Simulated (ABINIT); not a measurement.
The system is TePb.

```
CELL_PARAMETERS angstrom
0.00000 3.23100 3.23100
3.23100 0.00000 3.23100
3.23100 3.23100 0.00000
ATOMIC_POSITIONS crystal
Pb 0.00000 0.00000 0.00000
Te 0.50000 0.50000 0.50000
```

Base run:

| Item | Value |
| --- | --- |
| Program | ABINIT 10.8.3 (patched build) |
| Functional | revPBE |
| Potentials or basis | JTH PAW PBE v2.0 |
| Cutoff | 707 eV |
| k mesh | 7 × 7 × 7 |
| Occupations | fermi-dirac, width 0.05 eV |
| Spin | no spin polarisation |

Its results: pressure 3.0 GPa.

Problem. The run is repeated on the same cell with these changes: functional from revPBE to RPBE. What comes out?

Solution. Pressure 3.4 GPa.

Caveats: the PAW data sets were made with another functional, which shifts forces and pressure a little.
